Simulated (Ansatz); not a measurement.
# CoSi2 (Fm-3m) in Ansatz: notebook

One crystal, CoSi2, is run at these levels: r2SCAN+U; tasks: band structure.

All numbers are computed with Ansatz 0.2.0; they aren't measurements. Logs are shortened: lines on timing, memory, paths and dates and some standing lists are left out, and cuts for length are marked.

## 1. The crystal as given

Symmetry: Fm-3m, No. 225, cubic system. The conventional cell has a = 5.356 Å, b = 5.356 Å, c = 5.356 Å, α = 90.00°, β = 90.00°, γ = 90.00°. Co (site symmetry m-3m) has 8 Si at 2.32 Å as nearest neighbours. Si (site symmetry -43m) is surrounded by 4 Co at 2.32 Å.

## 2. Band structure, r2SCAN+U, collinear spin, ferromagnetic start

Input file input.yaml:

```yaml
crystal:
  lattice:
    - [0.0, 2.678, 2.678]
    - [2.678, 0.0, 2.678]
    - [2.678, 2.678, 0.0]
  atoms:
    - { symbol: Co, position: [0.0, 0.0, 0.0], spin: 2.0 }
    - { symbol: Si, position: [0.75, 0.75, 0.75] }
    - { symbol: Si, position: [0.25, 0.25, 0.25] }
hamiltonian:
  xc: r2scan
  pseudopotentials: { kind: paw }
  hubbard: { sites: [{ species: Co, l: d, u_eff: 5.0 }] }
magnetization:
  spin_polarized: true
kpoints:
  mp_grid: { grid: [9, 9, 9] }
  band_path:
    path:
      - [[0.0, 0.0, 0.0], [0.5, 0.0, 0.5], [0.5, 0.25, 0.75], [0.375, 0.375, 0.75], [0.0, 0.0, 0.0], [0.5, 0.5, 0.5], [0.625, 0.25, 0.625], [0.5, 0.25, 0.75], [0.5, 0.5, 0.5], [0.375, 0.375, 0.75]]
      - [[0.625, 0.25, 0.625], [0.5, 0.0, 0.5]]
    npoints: 14
scf:
  occupations: { method: fermi_dirac, width: 0.05 }
  n_extra_bands: 7
output:
  forces: true
  stress: true
  eigenvalues: true
  fatbands: false
```

Potentials or basis: Ansatz PAW.

Launch:

```
ansatz run input.yaml --threads 2 --pin off --max-ram 5632MiB --backend cpu --events-out ev --progress --plain --runs-dir out
```

Output:

```text
Warning: RAYON_NUM_THREADS=2 ignored (pool sized by the plan → 2); use --threads N
Co: projections on atomic orbitals take those of the free atom [Ne] 3s2 3p6 3d7 4s2, of charge +0.00 (hamiltonian.pseudopotentials.projection_atoms); the dataset's partial waves leave at most 1.4e-6 of an orbital's norm unspanned inside its sphere
Si: projections on atomic orbitals take those of the free atom [Ne] 3s2 3p2, of charge +0.00 (hamiltonian.pseudopotentials.projection_atoms); the dataset's partial waves leave at most 6.1e-8 of an orbital's norm unspanned inside its sphere
scf.n_extra_bands = 7 over 13 filled bands (N_el = 25.0): the run solves 20 bands
Engine: ansatz 0.2.0, x86_64-unknown-linux-gnu
Pseudopotentials: kind: paw
Pseudopotential: Co, paw, valence charge 17, recommended cutoff 500 eV (meta_gga), Co.paw.azcp
Pseudopotential: Si, paw, valence charge 4, recommended cutoff 500 eV (meta_gga), Si.paw.azcp
Functional definition: r2SCAN
  parameter k0 = 0.174
  parameter k1 = 0.065
  parameter a1 = 4.9479
  exchange = r2scan_x(k0 = k0, k1 = k1, a1 = a1)
  correlation = r2scan_c
Crystal: 3 atoms, lattice volume = 38.412 Å³
Basis set: ecut = 500 eV, 941 PW (Γ), exchange–correlation on 120×120×120 points (64 copies of the dense FFT grid, shifted against one another)
Bands: 20, of which v1, the nominal top of the filled ones, is band 13 counted from 1 (12 counted from 0)
Symmetry: 48 space group operations
Space group: Fm-3m (ITA 225), of the structure as read, at distance tolerance 3.4e-5 Å
Magnetic group: BNS 225.116 (UNI 1618), of the structure as read, at distance tolerance 3.4e-5 Å
k-points: 35 of 729
Non-local potential: Co, projectors of the file, l = 0: 3, l = 1: 2, l = 2: 3, l = 3: 1
Non-local potential: Si, projectors of the file, l = 0: 2, l = 1: 2, l = 2: 2
PAW form: soft (Blöchl's): semilocal exchange-correlation on the pseudo side does not see the compensation charge
PAW frozen core: Co, regenerated for the run's functional (the file was generated under x = pbe(κ = 0.804, μ = 0.2195149727645171), c = pbe(β = 0.06672455060314922))
PAW frozen core: Si, regenerated for the run's functional (the file was generated under x = pbe(κ = 0.804, μ = 0.2195149727645171), c = pbe(β = 0.06672455060314922))
PAW one-centre angular grid: Co, 590 points (default); XC on 160 Gauss nodes
PAW one-centre angular grid: Si, 302 points (default); XC on 160 Gauss nodes
Initial density: superposition of atomic densities (chi_scale 0.1, normalization cell)
Starting moments: Σ|m| = 2 μB on 1 of 3 sites
Initial wavefunctions: pseudopotential atomic-orbital guess
Functional: x = r2scan, c = r2scan; τ floored in thin density (d = 2e-4 eV/Å³)
SCF iter   1: F=—  HF=-6407.188248 eV  |F-HF|=—  |Δ(HF+E_count)|=         —  Δρ=1.60e-1 (↑3.15e-2 ↓1.60e-1)  dr2=1.13e1  dr2_τ=1.63e-1  dr2_m=2.18e0  M=0.417 μB ∫|m|=0.990 μB  β_m=0.30  ethr=3.10e-3  ⟨swp⟩=6.2  Hψ=7451  notcnv=0
preconditioner: auto → Kerker (q_TF=auto, 2.540 Å⁻¹)  [metal: Δε(μ)=0.035 eV  Ē_g=12.023 eV  σ=0.050 eV  W_gap=0.17  n_scr=14 (ndim 8)  ℏωp=24.7 eV  f_vac=0.000  D(μ)=1.01/eV (n_scr^D=8)]
spin=Collinear: Kerker preconditioning applied to the charge; magnetization (m = ρ↑ − ρ↓) channel mixes plain (no charge-response kernel on spin).
SCF iter   2: F=—  HF=-6406.770628 eV  |F-HF|=—  |Δ(HF+E_count)|=   4.18e-1  Δρ=6.65e-2 (↑6.65e-2 ↓4.37e-2)  dr2=1.20e0  dr2_τ=3.75e-2  dr2_m=7.99e-1  M=0.498 μB ∫|m|=1.144 μB  β_m=0.30  ethr=3.10e-3  ⟨swp⟩=3.0  Hψ=3424  notcnv=0  defer=141  κ⁻¹=1.0e0(r=1)
SCF iter   3: F=—  HF=-6406.939755 eV  |F-HF|=—  |Δ(HF+E_count)|=   1.69e-1  Δρ=5.95e-2 (↑4.09e-2 ↓5.95e-2)  dr2=1.35e0  dr2_τ=2.78e-2  dr2_m=7.46e-1  M=0.342 μB ∫|m|=0.989 μB  β_m=0.30  ethr=3.10e-3  ⟨swp⟩=2.6  Hψ=2535  notcnv=0  defer=143  κ⁻¹=5.3e-3(r=2)
[... 1 line left out ...]
[... 39 lines left out ...]
[... 5 lines left out ...]
[... 5 lines left out ...]
this state was not tested for a lower state beside it, because the mixer in use, unlike msr1, does not test its closes by its own steps (another_mixer; see scf.mixing.algorithm and scf.lower_state_search)
NSCF: frozen V_eff on 142 k-points
SCF converged after 28 iterations
Magnetization: -0.0000 μB (12.5000 up, 12.5000 down)
Absolute magnetization: 0.0001 μB (∫|ρ↑−ρ↓|, with the PAW one-centre terms)
Spin contamination: 0.0000 ħ² per cell (⟨S²⟩ above its minimum at these occupations)
Per-site moments (μB) at R_I (Å): [(-4.459154040662457e-5, 0.9566766129255746), (2.399358695933198e-6, 0.9566766129255746), (2.399358695930063e-6, 0.9566766129255748)]
Free energy (F): -6407.262446 eV
Harris-Foulkes:  -6407.262446 eV  (|F-HF|=2.00e-11)
Internal energy: -6407.251856 eV  (E = F + TS)
E sigma→0 (E₀):  -6407.257151 eV
Entropy (-TS):   -0.010590 eV (-3.530 meV/atom)
Fermi energy:    12.597332 eV
--- Per-component energies (eV) ---
  E_band       = -305.722503
  E_kinetic    = 549.676211
  E_local      = -4123.731691  (includes V_loc(G=0)·N_el)
  E_nonlocal   = 507.949624
  E_hartree    = 1807.580623
  E_xc         = -264.636802
  E_vxc        = -336.653053  (∫ρ·V_xc dr)
  E_hubbard    = 3.494076  (on-site DFT+U / exact-exchange correction)
  E_vhub       = -13.630335  (the Hubbard potential's part of the band-sum identity)
  E_paw        = -2568.649440  (= ΣΔE_a)
  E_vpaw       = -524.140476  (= ΣTr[D̂ρ^β])
  E_aug_tail   = 0.000052  (compensation charges beyond the density's cutoff)
  E_vtau       = 19.646717  (kinetic-family band-sum trace: ∫τ·v_τ [+ j·A + Jᵃ·Aᵃ] dr)
  E_ewald      = -2318.486437
  E_core_change = -0.448072  (= ΣΔE_core)
  E_smearing   = -0.010590  (= −TS)
  E_closure    = -0.000000  (closes the sum)
  Σ components = -6407.262446   (vs F -6407.262446, Δ=0.00e0)
--- Forces (eV/Å), atoms counted from 1 ---
  atom   1  Co    -0.00000000     0.00000000    -0.00000000
  atom   2  Si     0.00000000     0.00000000     0.00000000
  atom   3  Si     0.00000000    -0.00000000     0.00000000
  max |Σ_I F_I| component: 3.70e-17 eV/Å
--- Stress (GPa, compression-positive) ---
       -5.990537       0.000000       0.000000
        0.000000      -5.990537       0.000000
        0.000000      -0.000000      -5.990537
  P = ⅓ Tr σ = -5.9905 GPa (-59.905 kbar)
--- Band table (eV; the first three rows and the last of 70) ---
  k-point 0 ↑: bands = ["-84.2154", "-46.1313", "-46.1313", "-46.1313", "-1.0255", "8.1904", "8.1904", "8.1904", "9.6278", "9.6278", "13.9305", "16.4006", "16.4006", "16.4006", "16.4526", "16.4526", "16.4526", "18.8398", "18.8398", "18.8398"]
  k-point 1 ↑: bands = ["-84.2154", "-46.1317", "-46.1314", "-46.1314", "-0.8280", "7.7628", "8.2613", "8.2613", "9.5926", "9.5926", "13.7156", "14.7776", "15.3471", "15.3471", "17.4528", "17.4528", "18.3563", "18.3563", "18.5116", "18.6080"]
  k-point 2 ↑: bands = ["-84.2154", "-46.1326", "-46.1315", "-46.1315", "-0.2433", "6.6623", "8.4142", "8.4142", "9.5816", "9.5816", "12.0996", "14.2706", "14.2706", "15.2826", "17.0292", "17.0292", "17.9281", "19.4488", "19.4488", "20.4335"]
  k-point 34 ↓: bands = ["-84.2154", "-46.1337", "-46.1333", "-46.1325", "3.6386", "4.4576", "6.4329", "6.6684", "9.8999", "9.9854", "10.4011", "10.5732", "11.2421", "16.2530", "16.9462", "18.8139", "20.5578", "22.4668", "23.7330", "25.9187"]
Occupation matrices written to <dir>
```

Run time: 59 s. Hardware: 2 threads of Intel Xeon Platinum 8375C at 2.90GHz (Ice Lake), shared host; peak memory 1.2 GiB.

Results:

```yaml
Free_energy: -6407.2624 eV
Pressure: -6.0 GPa
Band_gap_on_the_k_mesh: none (metal or under the smearing width)
Net_moment: 0.00 μB per cell
Absolute_moment: 0.00 μB per cell
```

Levels at the corners of the path, in eV from the Fermi level:
Spin up:
| point | band 10 | band 11 | band 12 | band 13 | band 14 | band 15 | band 16 | band 17 |
| --- | --- | --- | --- | --- | --- | --- | --- | --- |
| Γ | -2.97 | 1.33 | 3.80 | 3.80 | 3.80 | 3.86 | 3.86 | 3.86 |
| X | -2.63 | -2.34 | -2.17 | -2.17 | 1.95 | 3.30 | 9.05 | 10.44 |
| W | -2.47 | -2.40 | -2.16 | -1.40 | 4.09 | 4.09 | 6.46 | 7.26 |
| K | -2.46 | -1.93 | -1.92 | -1.66 | 2.30 | 5.53 | 6.32 | 8.39 |
| Γ | -2.97 | 1.33 | 3.80 | 3.80 | 3.80 | 3.86 | 3.86 | 3.86 |
| L | -2.32 | -2.32 | -0.35 | -0.35 | 3.24 | 3.71 | 3.71 | 5.06 |
| U | -2.46 | -1.93 | -1.92 | -1.66 | 2.30 | 5.53 | 6.32 | 8.39 |
| W | -2.47 | -2.40 | -2.16 | -1.40 | 4.09 | 4.09 | 6.46 | 7.26 |
| L | -2.32 | -2.32 | -0.35 | -0.35 | 3.24 | 3.71 | 3.71 | 5.06 |
| K | -2.46 | -1.93 | -1.92 | -1.66 | 2.30 | 5.53 | 6.32 | 8.39 |
| U | -2.46 | -1.93 | -1.92 | -1.66 | 2.30 | 5.53 | 6.32 | 8.39 |
| X | -2.63 | -2.34 | -2.17 | -2.17 | 1.95 | 3.30 | 9.05 | 10.44 |
Spin down:
| point | band 10 | band 11 | band 12 | band 13 | band 14 | band 15 | band 16 | band 17 |
| --- | --- | --- | --- | --- | --- | --- | --- | --- |
| Γ | -2.97 | 1.33 | 3.80 | 3.80 | 3.80 | 3.86 | 3.86 | 3.86 |
| X | -2.63 | -2.34 | -2.17 | -2.17 | 1.95 | 3.30 | 9.05 | 10.44 |
| W | -2.47 | -2.40 | -2.16 | -1.40 | 4.09 | 4.09 | 6.46 | 7.26 |
| K | -2.46 | -1.93 | -1.92 | -1.66 | 2.30 | 5.53 | 6.32 | 8.39 |
| Γ | -2.97 | 1.33 | 3.80 | 3.80 | 3.80 | 3.86 | 3.86 | 3.86 |
| L | -2.32 | -2.32 | -0.35 | -0.35 | 3.24 | 3.71 | 3.71 | 5.06 |
| U | -2.46 | -1.93 | -1.92 | -1.66 | 2.30 | 5.53 | 6.32 | 8.39 |
| W | -2.47 | -2.40 | -2.16 | -1.40 | 4.09 | 4.09 | 6.46 | 7.26 |
| L | -2.32 | -2.32 | -0.35 | -0.35 | 3.24 | 3.71 | 3.71 | 5.06 |
| K | -2.46 | -1.93 | -1.92 | -1.66 | 2.30 | 5.53 | 6.32 | 8.39 |
| U | -2.46 | -1.93 | -1.92 | -1.66 | 2.30 | 5.53 | 6.32 | 8.39 |
| X | -2.63 | -2.34 | -2.17 | -2.17 | 1.95 | 3.30 | 9.05 | 10.44 |

Eigenvalues of the final occupation matrices:
```tsv
site	spin	trace	eigenvalues
site 1	1	4.12	0.77 0.77 0.77 0.91 0.91
site 1	2	4.12	0.77 0.77 0.77 0.91 0.91
```

Caveat: the magnetic or orbital state may not be the lowest; the starting moments collapsed, and a magnetic state may lie lower; the PAW data sets come from PBE, with cores solved anew for the run's functional, which leaves a small shift of forces and pressure; the U is typed as a test and isn't derived for this compound; the starting moments weren't kept.

## 3. Band structure, r2SCAN+U, collinear spin, ferromagnetic start

input.yaml, as its differences from that of step 2:

```diff
@@ -12,3 +12,3 @@
   pseudopotentials: { kind: paw }
-  hubbard: { sites: [{ species: Co, l: d, u_eff: 5.0 }] }
+  hubbard: { sites: [{ species: Co, l: d, u_eff: 6.0 }] }
 magnetization:
@@ -30 +30,5 @@
   fatbands: false
+  write_density: true
+  write_potential: true
+  elf: true
+  volumetric_format: npy
```

Potentials or basis: Ansatz PAW.

Launch:

```
ansatz run input.yaml --threads 2 --pin off --max-ram 5632MiB --backend cpu --events-out ev --progress --plain --runs-dir out
```

Run time: 70 s. Hardware: 2 threads of Intel Xeon Platinum 8375C at 2.90GHz (Ice Lake), shared host; peak memory 1.2 GiB.

The run converged. Its results:

| Property | Result |
| --- | --- |
| Free energy | -6406.5684 eV |
| Pressure | -6.3 GPa |
| Band gap on the k mesh | none (metal or under the smearing width) |
| Net moment | 0.00 μB per cell |
| Absolute moment | 0.00 μB per cell |

Levels at the corners of the path, in eV from the Fermi level:
Spin up:
| point | band 9 | band 10 | band 11 | band 12 | band 13 | band 14 | band 15 | band 16 | band 17 | band 18 |
| --- | --- | --- | --- | --- | --- | --- | --- | --- | --- | --- |
| Γ | -3.18 | -3.18 | 1.36 | 3.83 | 3.83 | 3.83 | 3.92 | 3.92 | 3.92 | 6.27 |
| X | -3.69 | -2.77 | -2.55 | -2.21 | -2.21 | 1.97 | 3.33 | 9.07 | 10.48 | 10.48 |
| W | -2.60 | -2.50 | -2.50 | -2.21 | -1.55 | 4.13 | 4.13 | 6.50 | 7.31 | 10.35 |
| K | -3.83 | -2.51 | -2.06 | -1.97 | -1.77 | 2.32 | 5.58 | 6.36 | 8.42 | 10.73 |
| Γ | -3.18 | -3.18 | 1.36 | 3.83 | 3.83 | 3.83 | 3.92 | 3.92 | 3.92 | 6.27 |
| L | -2.46 | -2.46 | -2.35 | -0.31 | -0.31 | 3.26 | 3.72 | 3.72 | 5.11 | 11.17 |
| U | -3.83 | -2.51 | -2.06 | -1.97 | -1.77 | 2.32 | 5.58 | 6.36 | 8.42 | 10.73 |
| W | -2.60 | -2.50 | -2.50 | -2.21 | -1.55 | 4.13 | 4.13 | 6.50 | 7.31 | 10.35 |
| L | -2.46 | -2.46 | -2.35 | -0.31 | -0.31 | 3.26 | 3.72 | 3.72 | 5.11 | 11.17 |
| K | -3.83 | -2.51 | -2.06 | -1.97 | -1.77 | 2.32 | 5.58 | 6.36 | 8.42 | 10.73 |
| U | -3.83 | -2.51 | -2.06 | -1.97 | -1.77 | 2.32 | 5.58 | 6.36 | 8.42 | 10.73 |
| X | -3.69 | -2.77 | -2.55 | -2.21 | -2.21 | 1.97 | 3.33 | 9.07 | 10.48 | 10.48 |
Spin down:
| point | band 10 | band 11 | band 12 | band 13 | band 14 | band 15 | band 16 | band 17 |
| --- | --- | --- | --- | --- | --- | --- | --- | --- |
| Γ | -3.18 | 1.36 | 3.83 | 3.83 | 3.83 | 3.92 | 3.92 | 3.92 |
| X | -2.77 | -2.55 | -2.21 | -2.21 | 1.97 | 3.33 | 9.07 | 10.48 |
| W | -2.50 | -2.50 | -2.21 | -1.55 | 4.13 | 4.13 | 6.50 | 7.31 |
| K | -2.51 | -2.06 | -1.97 | -1.77 | 2.32 | 5.58 | 6.36 | 8.42 |
| Γ | -3.18 | 1.36 | 3.83 | 3.83 | 3.83 | 3.92 | 3.92 | 3.92 |
| L | -2.46 | -2.35 | -0.31 | -0.31 | 3.26 | 3.72 | 3.72 | 5.11 |
| U | -2.51 | -2.06 | -1.97 | -1.77 | 2.32 | 5.58 | 6.36 | 8.42 |
| W | -2.50 | -2.50 | -2.21 | -1.55 | 4.13 | 4.13 | 6.50 | 7.31 |
| L | -2.46 | -2.35 | -0.31 | -0.31 | 3.26 | 3.72 | 3.72 | 5.11 |
| K | -2.51 | -2.06 | -1.97 | -1.77 | 2.32 | 5.58 | 6.36 | 8.42 |
| U | -2.51 | -2.06 | -1.97 | -1.77 | 2.32 | 5.58 | 6.36 | 8.42 |
| X | -2.77 | -2.55 | -2.21 | -2.21 | 1.97 | 3.33 | 9.07 | 10.48 |

Eigenvalues of the final occupation matrices:
```
  site  spin  trace               eigenvalues
site 1     1   4.14  0.77 0.77 0.77 0.91 0.91
site 1     2   4.14  0.77 0.77 0.77 0.91 0.91
```

Caveat: the magnetic or orbital state may not be the lowest; the starting moments collapsed, and a magnetic state may lie lower; the PAW data sets come from PBE, with cores solved anew for the run's functional, which leaves a small shift of forces and pressure; the U is typed as a test and isn't derived for this compound; the starting moments weren't kept.

## 4. Band structure, r2SCAN+U, collinear spin, ferromagnetic start

input.yaml, as its differences from that of step 3:

```diff
@@ -12,3 +12,3 @@
   pseudopotentials: { kind: paw }
-  hubbard: { sites: [{ species: Co, l: d, u_eff: 6.0 }] }
+  hubbard: { sites: [{ species: Co, l: d, u_eff: 8.0 }] }
 magnetization:
@@ -30,5 +30 @@
   fatbands: false
-  write_density: true
-  write_potential: true
-  elf: true
-  volumetric_format: npy
```

Launch:

```
ansatz run input.yaml --threads 2 --pin off --max-ram 5632MiB --backend cpu --events-out ev --progress --plain --runs-dir out
```

It took 84 s on 2 threads of Intel Xeon Platinum 8375C at 2.90GHz (Ice Lake), shared host; peak memory 1.2 GiB.

Results (log left out):

```
Free energy            : -6405.2086 eV
Pressure               : -6.8 GPa
Band gap on the k mesh : none (metal or under the smearing width)
Net moment             : 0.00 μB per cell
Absolute moment        : 0.00 μB per cell
```

Levels at the corners of the path, in eV from the Fermi level:
Spin up:
| point | band 10 | band 11 | band 12 | band 13 | band 14 | band 15 | band 16 | band 17 |
| --- | --- | --- | --- | --- | --- | --- | --- | --- |
| Γ | -3.63 | 1.40 | 3.89 | 3.89 | 3.89 | 4.04 | 4.04 | 4.04 |
| X | -3.05 | -2.99 | -2.32 | -2.32 | 2.01 | 3.38 | 9.13 | 10.53 |
| W | -2.55 | -2.55 | -2.31 | -1.82 | 4.19 | 4.19 | 6.60 | 7.41 |
| K | -2.61 | -2.33 | -2.06 | -1.95 | 2.35 | 5.67 | 6.42 | 8.48 |
| Γ | -3.63 | 1.40 | 3.89 | 3.89 | 3.89 | 4.04 | 4.04 | 4.04 |
| L | -2.72 | -2.41 | -0.23 | -0.23 | 3.30 | 3.75 | 3.75 | 5.22 |
| U | -2.61 | -2.33 | -2.06 | -1.95 | 2.35 | 5.67 | 6.42 | 8.48 |
| W | -2.55 | -2.55 | -2.31 | -1.82 | 4.19 | 4.19 | 6.60 | 7.41 |
| L | -2.72 | -2.41 | -0.23 | -0.23 | 3.30 | 3.75 | 3.75 | 5.22 |
| K | -2.61 | -2.33 | -2.06 | -1.95 | 2.35 | 5.67 | 6.42 | 8.48 |
| U | -2.61 | -2.33 | -2.06 | -1.95 | 2.35 | 5.67 | 6.42 | 8.48 |
| X | -3.05 | -2.99 | -2.32 | -2.32 | 2.01 | 3.38 | 9.13 | 10.53 |
Spin down:
| point | band 11 | band 12 | band 13 | band 14 | band 15 | band 16 |
| --- | --- | --- | --- | --- | --- | --- |
| Γ | 1.40 | 3.89 | 3.89 | 3.89 | 4.04 | 4.04 |
| X | -2.99 | -2.32 | -2.32 | 2.01 | 3.38 | 9.13 |
| W | -2.55 | -2.31 | -1.82 | 4.19 | 4.19 | 6.60 |
| K | -2.33 | -2.06 | -1.95 | 2.35 | 5.67 | 6.42 |
| Γ | 1.40 | 3.89 | 3.89 | 3.89 | 4.04 | 4.04 |
| L | -2.41 | -0.23 | -0.23 | 3.30 | 3.75 | 3.75 |
| U | -2.33 | -2.06 | -1.95 | 2.35 | 5.67 | 6.42 |
| W | -2.55 | -2.31 | -1.82 | 4.19 | 4.19 | 6.60 |
| L | -2.41 | -0.23 | -0.23 | 3.30 | 3.75 | 3.75 |
| K | -2.33 | -2.06 | -1.95 | 2.35 | 5.67 | 6.42 |
| U | -2.33 | -2.06 | -1.95 | 2.35 | 5.67 | 6.42 |
| X | -2.99 | -2.32 | -2.32 | 2.01 | 3.38 | 9.13 |

Eigenvalues of the final occupation matrices:
```csv
site,spin,trace,eigenvalues
site 1,1,4.16,0.77 0.77 0.77 0.92 0.92
site 1,2,4.16,0.77 0.77 0.77 0.92 0.92
```

Caveat: the magnetic or orbital state may not be the lowest; the starting moments collapsed, and a magnetic state may lie lower; the PAW data sets come from PBE, with cores solved anew for the run's functional, which leaves a small shift of forces and pressure; the U is typed as a test and isn't derived for this compound; the starting moments weren't kept.
